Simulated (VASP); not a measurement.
Crystal: NiO.

```
CELL_PARAMETERS angstrom
0.00000 2.28355 2.28355
2.28355 0.00000 2.28355
2.28355 2.28355 0.00000
ATOMIC_POSITIONS crystal
Ni 0.00000 0.00000 0.00000
O 0.25000 0.25000 0.25000
```

Measurements of this composition are mostly on another form, of space group No. 225.

Base run:

| Item | Value |
| --- | --- |
| Program | VASP 6.6.1 |
| Functional | PBE |
| Potentials or basis | VASP PAW PBE potentials, release 64 (Ni, O) |
| Cutoff | 520 eV |
| k mesh | 7 × 7 × 7 |
| Occupations | gaussian, width 0.05 eV |
| Spin | non-collinear spin, random start |
| Starting moments | [[-0.854, -0.144, 0.366], [0.0, 0.0, 0.0]] μB |

Its results: band gap on the k mesh none (metal or under the smearing width); pressure -7.1 GPa.

Task: The run is repeated on the same cell with these changes: spin from non-collinear spin, random start to no spin polarisation; further incar settings from ALGO = Normal; EDIFF = 1e-07; NBANDS = 28 to ALGO = Normal; EDIFF = 1e-06; NBANDS = 15. What comes out?

Result: Band gap on the k mesh none (metal or under the smearing width); pressure -11.8 GPa.

Caveats: semilocal functionals often make such compounds metallic where correlation or magnetic order opens a gap, which also shifts bond lengths; a cell with one magnetic atom can't hold antiferromagnetic order, which such compounds often take (some runs).
